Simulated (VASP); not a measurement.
# MoSe2 (P6_3/mmc) in VASP: notebook

One crystal, MoSe2, is run at these levels: PBE+D3(BJ); tasks: relaxation of cell and atoms.

Program: VASP 6.6.1. These are calculated values, not measurements. Logs are shortened: lines on timing, memory, paths and dates and some standing lists are left out, and cuts for length are marked.

## (1) The crystal as given

It takes space group P6_3/mmc (No. 194, hexagonal). The conventional cell has a = 3.322 Å, b = 3.322 Å, c = 13.543 Å, α = 90.00°, β = 90.00°, γ = 120.00°. Mo (site symmetry -6m2) has 6 Se at 2.53 Å as nearest neighbours. Around Se (site symmetry 3m) lie 3 Mo at 2.53 Å.

The cell is a database's computed one.

## (2) Relaxation of cell and atoms, PBE+D3(BJ), collinear spin, ferromagnetic start

INCAR

```
ALGO = Normal
AMIX = 0.2
AMIX_MAG = 0.8
BMIX = 1E-4
BMIX_MAG = 1E-4
EDIFF = 1E-6
EDIFFG = -0.01
ENCUT = 600
GGA = PE
IBRION = 2
ISIF = 3
ISMEAR = 0
ISPIN = 2
IVDW = 12
KPAR = 2
LASPH = T
LCHARG = F
LMAXMIX = 4
LORBIT = 11
LREAL = F
LWAVE = F
MAGMOM = 1 1 0 0 0 0
NELM = 150
NSW = 90
PREC = Accurate
SIGMA = 0.03
```

KPOINTS

```
k-points
0
Gamma
  9 9 2
```

POSCAR

```
MoSe2
1.0
    3.3222601900      0.0000000000      0.0000000000
   -1.6611300900      2.8771617200      0.0000000000
    0.0000000000      0.0000000000     13.5429565500
Mo Se
2 4
Direct
    0.6666666700      0.3333333300      0.7500000000
    0.3333333300      0.6666666700      0.2500000000
    0.3333333300      0.6666666700      0.8722223200
    0.6666666700      0.3333333300      0.3722223200
    0.3333333300      0.6666666700      0.6277776800
    0.6666666700      0.3333333300      0.1277776800
```

Potentials or basis: VASP PAW PBE potentials, release 64 (Mo_sv, Se).

Run with:

```sh
$ cat potpaw_PBE.64/Mo_sv/POTCAR potpaw_PBE.64/Se/POTCAR > POTCAR
$ mpirun -np 2 vasp_std > vasp.out
```

OUTCAR:

```text
AMIX = 0.2
   AMIX_MAG = 0.8
   EDIFF = 1E-6
   EDIFFG = -0.01
   ENCUT = 600
   GGA = PE
   IBRION = 2
   ISIF = 3
   ISMEAR = 0
   ISPIN = 2
   IVDW = 12
   LASPH = T
   LORBIT = 11
   LREAL = F
   NELM = 150
   NSW = 90
   PREC = Accurate
 IVDW          = 12

 ion  position               nearest neighbor table
   1  0.667  0.333  0.750-   3 2.53   5 2.53   3 2.53   5 2.53   3 2.53   5 2.53
   2  0.333  0.667  0.250-   4 2.53   6 2.53   4 2.53   6 2.53   4 2.53   6 2.53
   3  0.333  0.667  0.872-   1 2.53   1 2.53   1 2.53
   4  0.667  0.333  0.372-   2 2.53   2 2.53   2 2.53
   5  0.333  0.667  0.628-   1 2.53   1 2.53   1 2.53
   6  0.667  0.333  0.128-   2 2.53   2 2.53   2 2.53

  LATTYP: Found a hexagonal cell.
 ALAT       =     3.3222601900
 C/A-ratio  =     4.0764286285

  Lattice vectors:

 A1 = (   3.3222601900,   0.0000000000,   0.0000000000)
 A2 = (  -1.6611300900,   2.8771617200,   0.0000000000)
 A3 = (   0.0000000000,   0.0000000000,  13.5429565500)

Analysis of symmetry for initial positions (statically):
=====================================================================
 Subroutine PRICEL returns:
 Original cell was already a primitive cell.

 Routine SETGRP: Setting up the symmetry group for a
 hexagonal supercell.

 Subroutine GETGRP returns: Found 24 space group operations
 (whereof 12 operations were pure point group operations)
 out of a pool of 24 trial point group operations.

The static configuration has the point symmetry D_3d.
 The point group associated with its full space group is D_6h.

Analysis of symmetry for dynamics (positions and initial velocities):
=====================================================================
 Subroutine PRICEL returns:
 Original cell was already a primitive cell.

 Routine SETGRP: Setting up the symmetry group for a
 hexagonal supercell.

 Subroutine GETGRP returns: Found 24 space group operations
 (whereof 12 operations were pure point group operations)
 out of a pool of 24 trial point group operations.

The dynamic configuration has the point symmetry D_3d.
 The point group associated with its full space group is D_6h.

Analysis of structural, dynamic, and magnetic symmetry:
=====================================================================
 Subroutine PRICEL returns:
 Original cell was already a primitive cell.

 Routine SETGRP: Setting up the symmetry group for a
 hexagonal supercell.

 Subroutine GETGRP returns: Found 24 space group operations
 (whereof 12 operations were pure point group operations)
 out of a pool of 24 trial point group operations.

The overall configuration has the point symmetry D_3d.
 The point group associated with its full space group is D_6h.

 Subroutine INISYM returns: Found 24 space group operations
[... 128 lines left out ...]
   LORBIT       =     11    0 simple, 1 ext, 2 COOP (PROOUT), +10 PAW based schemes
   GGA     = PE    functional components
   LHFCALC =     F    Hartree Fock is set to
   AEXX    =    0.0000 exact exchange contribution
   IVDW    =    12    specifies the selected vdW correction
   LEPSILON=     F    determine dielectric tensor
   LRPA    =     F    only Hartree local field effects (RPA)
 conjugate gradient relaxation of ions
 spin polarized calculation
 Gauss-broadening in eV      SIGMA  =   0.03
  energy-cutoff  :      600.00
  volume of cell :      129.45
 maximum number of plane-waves:      4387
 NGX is ok and might be reduce to    28
   NGX = 13   NGY = 13   NGZ = 55

--------------------------------------- Ionic step        1  -------------------------------------------

 number of electron      52.0000003 magnetization       0.0002504

 number of electron      52.0000003 magnetization      -0.0001345

 Free energy of the ion-electron system (eV)
  ---------------------------------------------------
  ext. energy  EPLUGINS =         0.00000000
  ---------------------------------------------------
  free energy    TOTEN  =       -39.95036776 eV

  energy without entropy =      -39.95036776  energy(sigma->0) =      -39.95036776

------------------------ aborting loop because EDIFF is reached ----------------------------------------

 Edisp (eV)   -2.62934

 E8    (eV) :    -1.1362
[... 121 lines left out ...]
  FREE ENERGIE OF THE ION-ELECTRON SYSTEM (eV)
  ---------------------------------------------------
  free  energy   TOTEN  =       -42.6075792213 eV

  energy  without entropy=      -42.6075792213  energy(sigma->0) =      -42.60757922

[... ionic steps 4 to 9 ...]

--------------------------------------- Ionic step       10  -------------------------------------------

 number of electron      52.0000002 magnetization       0.0000000

 number of electron      52.0000002 magnetization      -0.0000000
[... 89 lines left out ...]
 number of electron      52.0000002 magnetization      -0.0000000

 number of electron      52.0000002 magnetization       0.0000000

 Free energy of the ion-electron system (eV)
  ---------------------------------------------------
  ext. energy  EPLUGINS =         0.00000000
  ---------------------------------------------------
  free energy    TOTEN  =       -39.81591367 eV

  energy without entropy =      -39.81591367  energy(sigma->0) =      -39.81591367

 E-fermi :   7.0132     XC(G=0): -10.8271

 val. band max:        6.7171581630   @ k =   0.0000   0.0000   0.0000
 cond. band min:       7.5606265754   @ k =   0.2222   0.1111   0.0000
 fundamental gap:      0.8434684124
 Fermi energy:         7.0132321938

 spin component 1

 k-point     1 :       0.0000    0.0000    0.0000
  band No.  band energies     occupation
      1     -54.4902      1.00000
      2     -54.4902      1.00000
      3     -28.6605      1.00000
      4     -28.6605      1.00000
      5     -28.4639      1.00000
      6     -28.4639      1.00000
[... 829 lines left out ...]
     31       9.4139      0.00000
     32       9.4139      0.00000
 Fermi energy:         7.0132321938

 spin component 2

 k-point     1 :       0.0000    0.0000    0.0000
  band No.  band energies     occupation
      1     -54.4902      1.00000
      2     -54.4902      1.00000
      3     -28.6605      1.00000
      4     -28.6605      1.00000
      5     -28.4639      1.00000
      6     -28.4639      1.00000
[... 866 lines left out ...]
  FREE ENERGIE OF THE ION-ELECTRON SYSTEM (eV)
  ---------------------------------------------------
  free  energy   TOTEN  =       -42.6874824711 eV

  energy  without entropy=      -42.6874824711  energy(sigma->0) =      -42.68748247

 reached required accuracy - stopping structural energy minimisation

 total charge

# of ion       s       p       d       tot
------------------------------------------
    1        2.274   6.186   3.956  12.416
    2        2.274   6.186   3.956  12.416
    3        1.481   2.329   0.066   3.875
    4        1.481   2.329   0.066   3.875
    5        1.481   2.329   0.066   3.875
    6        1.481   2.329   0.066   3.875
--------------------------------------------------
tot         10.471  21.689   8.174  40.334

 magnetization (x)

# of ion       s       p       d       tot
------------------------------------------
    1        0.000   0.000   0.000   0.000
    2        0.000   0.000   0.000   0.000
    3       -0.000  -0.000   0.000  -0.000
    4       -0.000  -0.000   0.000  -0.000
    5       -0.000  -0.000   0.000  -0.000
    6       -0.000  -0.000   0.000  -0.000
--------------------------------------------------
tot          0.000  -0.000   0.000   0.000
```

OSZICAR:

```text
N       E                     dE             d eps       ncg     rms          rms(c)
DAV:   1     0.472760615046E+03    0.47276E+03   -0.30890E+04  3440   0.168E+03
DAV:   2    -0.161378069479E+02   -0.48890E+03   -0.47770E+03  3856   0.388E+02
[... 139 lines left out ...]
DAV:   5    -0.398159532728E+02    0.14219E-03   -0.83352E-04  4184   0.174E-01    0.864E-02
DAV:   6    -0.398158958307E+02    0.57442E-04   -0.86728E-04  3296   0.140E-01    0.628E-02
DAV:   7    -0.398158998218E+02   -0.39911E-05   -0.16659E-04  3368   0.824E-02    0.355E-02
DAV:   8    -0.398159107238E+02   -0.10902E-04   -0.18584E-05  3400   0.202E-02    0.164E-02
DAV:   9    -0.398159133077E+02   -0.25838E-05   -0.54103E-06  3176   0.119E-02    0.925E-03
DAV:  10    -0.398159136686E+02   -0.36095E-06   -0.53231E-07  1768   0.447E-03
  12 F= -.42687482E+02 E0= -.42687482E+02  d E =-.918715E-03  mag=     0.0000
```

CONTCAR:

```text
MoSe2
   1.00000000000000
     3.2794909964706878   -0.0000000000789576   -0.0000000000000000
    -1.6397454933680906    2.8401225120451574   -0.0000000000000000
    -0.0000000000000000   -0.0000000000000000   12.7281423686777124
  Mo              Se
     2     4
Direct
     0.6666666699999979    0.3333333300000021    0.7500000000000000
     0.3333333300000021    0.6666666699999979    0.2500000000000000
     0.3333333300000021    0.6666666699999979    0.8815934531290617
     0.6666666699999979    0.3333333300000021    0.3815934531290616
     0.3333333300000021    0.6666666699999979    0.6184065468709383
     0.6666666699999979    0.3333333300000021    0.1184065468709384

  0.00000000E+00  0.00000000E+00  0.00000000E+00
  0.00000000E+00  0.00000000E+00  0.00000000E+00
  0.00000000E+00  0.00000000E+00  0.00000000E+00
  0.00000000E+00  0.00000000E+00  0.00000000E+00
  0.00000000E+00  0.00000000E+00  0.00000000E+00
  0.00000000E+00  0.00000000E+00  0.00000000E+00
```

It took 21 min on 2 MPI ranks of Intel Xeon Platinum 8259CL at 2.50GHz (Skylake/Cascade Lake), shared host; peak memory 0.47 GiB.

What came out:

| Quantity | Value |
| --- | --- |
| Free energy | -42.6875 eV |
| Relaxed volume | 19.76 Å³/atom |
| Relaxed cell | a = 3.279 Å, b = 3.279 Å, c = 12.728 Å, α = 90.00°, β = 90.00°, γ = 120.00° |
| Space group after relaxing (to 0.05 Å) | P6_3/mmc (No. 194) |
| Energy gained by relaxing | 18.0 meV/atom |
| Ionic steps | 12 |
| Pressure after relaxing | 0.0 GPa |
| Largest force after relaxing | 0.005 eV/Å |
| Band gap on the k mesh | 0.84 eV, indirect (least direct gap 1.45 eV) |
| Net moment | 0.00 μB per cell |
| Valence electrons inside the program's atomic spheres | Mo 12.42; Se 3.88 |
| Dispersion energy per atom | -0.479 eV |

Forces in eV/Å, atoms in the order of the input:
```
Mo   0.000  0.000  0.000
Mo   0.000  0.000  0.000
Se   0.000  0.000  0.005
Se   0.000  0.000  0.005
Se   0.000  0.000 -0.005
Se   0.000  0.000 -0.005
```

Stress tensor (GPa, compression positive):
```
-0.05  0.00  0.00
 0.00 -0.05  0.00
 0.00  0.00  0.07
```

The path:
```tsv
step	energy change (eV)	largest force (eV/Å)	pressure (GPa)	volume (Å³)
1	0.0000	0.2051	-1.85	129.45
2	-0.0244	0.4698	1.63	124.84
3	-0.0279	0.3996	0.67	126.01
4	-0.0404	0.0121	-0.59	125.29
5	-0.0418	0.0845	-0.29	125.46
6	-0.0545	0.0826	-0.28	124.60
7	-0.0868	0.0808	-0.09	122.01
8	-0.1016	0.0637	0.83	116.79
9	-0.1065	0.0936	0.43	118.82
10	-0.1069	0.0892	0.51	118.36
11	-0.0804	0.4394	-2.74	119.62
12	-0.1078	0.0051	-0.01	118.55
```

Final structure:
```yaml
crystal:
  lattice:
    - [3.27949, 0.00000, 0.00000]
    - [-1.63975, 2.84012, 0.00000]
    - [0.00000, 0.00000, 12.72814]
  atoms:
    - { symbol: Mo, position: [0.66667, 0.33333, 0.75000] }
    - { symbol: Mo, position: [0.33333, 0.66667, 0.25000] }
    - { symbol: Se, position: [0.33333, 0.66667, 0.88159] }
    - { symbol: Se, position: [0.66667, 0.33333, 0.38159] }
    - { symbol: Se, position: [0.33333, 0.66667, 0.61841] }
    - { symbol: Se, position: [0.66667, 0.33333, 0.11841] }
```

Caveat: an odd mesh through Γ misses points on the zone boundary, where band edges often lie.

## (3) Relaxation of cell and atoms, PBE+D3(BJ), collinear spin, ferromagnetic start

This run uses another cell than the first one, of 19.76 Å³/atom, 0.916 times its volume.

INCAR: that of step 2 with these lines changed.

```diff
@@ -5,4 +5,4 @@
 BMIX_MAG = 1E-4
-EDIFF = 1E-6
-EDIFFG = -0.01
+EDIFF = 1E-7
+EDIFFG = -0.005
 ENCUT = 600
```

KPOINTS is that of step 2.

POSCAR

```
MoSe2                                   
1.0
    3.2794909965     -0.0000000001     -0.0000000000
   -1.6397454934      2.8401225120     -0.0000000000
   -0.0000000000     -0.0000000000     12.7281423687
  Mo              Se            
     2     4
Direct
     0.6666666699999979    0.3333333300000021    0.7500000000000000
     0.3333333300000021    0.6666666699999979    0.2500000000000000
     0.3333333300000021    0.6666666699999979    0.8815934531290617
     0.6666666699999979    0.3333333300000021    0.3815934531290616
     0.3333333300000021    0.6666666699999979    0.6184065468709383
     0.6666666699999979    0.3333333300000021    0.1184065468709384
```

Potentials or basis: VASP PAW PBE potentials, release 64 (Mo_sv, Se).

Run with:

```sh
$ cat potpaw_PBE.64/Mo_sv/POTCAR potpaw_PBE.64/Se/POTCAR > POTCAR
$ mpirun -np 2 vasp_std > vasp.out
```

OUTCAR:

```text
AMIX = 0.2
   AMIX_MAG = 0.8
   EDIFF = 1E-7
   EDIFFG = -0.005
   ENCUT = 600
   GGA = PE
   IBRION = 2
   ISIF = 3
   ISMEAR = 0
   ISPIN = 2
   IVDW = 12
   LASPH = T
   LORBIT = 11
   LREAL = F
   NELM = 150
   NSW = 90
   PREC = Accurate
 IVDW          = 12

 ion  position               nearest neighbor table
   1  0.667  0.333  0.750-   3 2.53   5 2.53   3 2.53   5 2.53   3 2.53   5 2.53
   2  0.333  0.667  0.250-   4 2.53   6 2.53   4 2.53   6 2.53   4 2.53   6 2.53
   3  0.333  0.667  0.882-   1 2.53   1 2.53   1 2.53
   4  0.667  0.333  0.382-   2 2.53   2 2.53   2 2.53
   5  0.333  0.667  0.618-   1 2.53   1 2.53   1 2.53
   6  0.667  0.333  0.118-   2 2.53   2 2.53   2 2.53

  LATTYP: Found a hexagonal cell.
 ALAT       =     3.2794909965
 C/A-ratio  =     3.8811334998

  Lattice vectors:

 A1 = (   3.2794909965,  -0.0000000001,   0.0000000000)
 A2 = (  -1.6397454934,   2.8401225120,   0.0000000000)
 A3 = (   0.0000000000,   0.0000000000,  12.7281423687)

Analysis of symmetry for initial positions (statically):
=====================================================================
 Subroutine PRICEL returns:
 Original cell was already a primitive cell.

 Routine SETGRP: Setting up the symmetry group for a
 hexagonal supercell.

 Subroutine GETGRP returns: Found 24 space group operations
 (whereof 12 operations were pure point group operations)
 out of a pool of 24 trial point group operations.

The static configuration has the point symmetry D_3d.
 The point group associated with its full space group is D_6h.

Analysis of symmetry for dynamics (positions and initial velocities):
=====================================================================
 Subroutine PRICEL returns:
 Original cell was already a primitive cell.

 Routine SETGRP: Setting up the symmetry group for a
 hexagonal supercell.

 Subroutine GETGRP returns: Found 24 space group operations
[... 246 lines left out ...]
  band No.  band energies     occupation
      1     -54.4864      1.00000
      2     -54.4864      1.00000
      3     -28.6568      1.00000
      4     -28.6567      1.00000
      5     -28.4592      1.00000
      6     -28.4592      1.00000
[... 829 lines left out ...]
     31       9.4177      0.00000
     32       9.4177      0.00000
 Fermi energy:         6.9359018304

 spin component 2

 k-point     1 :       0.0000    0.0000    0.0000
  band No.  band energies     occupation
      1     -54.4864      1.00000
      2     -54.4864      1.00000
      3     -28.6568      1.00000
      4     -28.6567      1.00000
      5     -28.4592      1.00000
      6     -28.4592      1.00000
[... 829 lines left out ...]
     31       9.4177      0.00000
     32       9.4177      0.00000

------------------------ aborting loop because EDIFF is reached ----------------------------------------

 Edisp (eV)   -2.87236

 E8    (eV) :    -1.2392

  FORCE on cell =-STRESS in cart. coord.  units (eV):
  Direction    XX          YY          ZZ          XY          YZ          ZX
  --------------------------------------------------------------------------------------
  -------------------------------------------------------------------------------------
  Total      -0.00751    -0.00751    -0.01058    -0.00000    -0.00000     0.00000
  in kB      -0.10157    -0.10157    -0.14297    -0.00000    -0.00000     0.00000
  external pressure =       -0.12 kB  Pullay stress =        0.00 kB

 VOLUME and BASIS-vectors are now :
 -----------------------------------------------------------------------------
  energy-cutoff  :      600.00
  volume of cell :      118.52
      direct lattice vectors                 reciprocal lattice vectors
     3.278529612 -0.000000000 -0.000000000     0.305014784  0.176100367  0.000000000
    -1.639264801  2.839289929  0.000000000     0.000000000  0.352200735  0.000000000
    -0.000000000 -0.000000000 12.732120804     0.000000000  0.000000000  0.078541511

 POSITION                                       TOTAL-FORCE (eV/Angst)
 -----------------------------------------------------------------------------------
      1.63926      0.94643      9.54909        -0.000000     -0.000000      0.000000
     -0.00000      1.89286      3.18303         0.000000      0.000000      0.000000
     -0.00000      1.89286     11.22481        -0.000000     -0.000000     -0.001487
      1.63926      0.94643      4.85875         0.000000     -0.000000     -0.001487
     -0.00000      1.89286      7.87337        -0.000000      0.000000      0.001487
      1.63926      0.94643      1.50731        -0.000000      0.000000      0.001487
 -----------------------------------------------------------------------------------
    total drift:                               -0.000013      0.000008     -0.000000

  FREE ENERGIE OF THE ION-ELECTRON SYSTEM (eV)
  ---------------------------------------------------
  free  energy   TOTEN  =       -42.6844384932 eV

  energy  without entropy=      -42.6844384932  energy(sigma->0) =      -42.68443849

 reached required accuracy - stopping structural energy minimisation

 total charge

# of ion       s       p       d       tot
------------------------------------------
    1        2.274   6.186   3.956  12.416
    2        2.274   6.186   3.956  12.416
    3        1.481   2.329   0.066   3.875
    4        1.481   2.329   0.066   3.875
    5        1.481   2.329   0.066   3.875
    6        1.481   2.329   0.066   3.875
--------------------------------------------------
tot         10.471  21.689   8.173  40.333

 magnetization (x)

# of ion       s       p       d       tot
------------------------------------------
    1       -0.000   0.000  -0.000  -0.000
    2       -0.000   0.000  -0.000  -0.000
    3       -0.000   0.000   0.000   0.000
    4       -0.000   0.000   0.000   0.000
    5       -0.000   0.000   0.000   0.000
    6       -0.000   0.000   0.000   0.000
--------------------------------------------------
tot         -0.000   0.000  -0.000  -0.000
```

It took 4.2 min on 2 MPI ranks of Intel Xeon Platinum 8259CL at 2.50GHz (Skylake/Cascade Lake), shared host; peak memory 0.44 GiB.

What came out:

```
Free energy                                           : -42.6844 eV
Relaxed volume                                        : 19.75 Å³/atom
Relaxed cell                                          : a = 3.279 Å, b = 3.279 Å, c = 12.732 Å, α = 90.00°, β = 90.00°, γ = 120.00°
Space group after relaxing (to 0.05 Å)                : P6_3/mmc (No. 194)
Energy gained by relaxing                             : 0.0 meV/atom
Ionic steps                                           : 2
Pressure after relaxing                               : 0.0 GPa
Band gap on the k mesh                                : 0.85 eV, indirect (least direct gap 1.46 eV)
Net moment                                            : 0.00 μB per cell
Valence electrons inside the program's atomic spheres : Mo 12.42; Se 3.88
Dispersion energy per atom                            : -0.479 eV
```

Final structure:
```
Mo Se
1.0
     3.27853    0.00000    0.00000
    -1.63926    2.83929    0.00000
     0.00000    0.00000   12.73212
Mo Se
2 4
Cartesian
  1.6393 0.9464 9.5491
  0.0000 1.8929 3.1830
  0.0000 1.8929 11.2248
  1.6393 0.9464 4.8588
  0.0000 1.8929 7.8734
  1.6393 0.9464 1.5073
```

Caveat: an odd mesh through Γ misses points on the zone boundary, where band edges often lie. As with any semilocal functional, this PBE gap is likely too small.
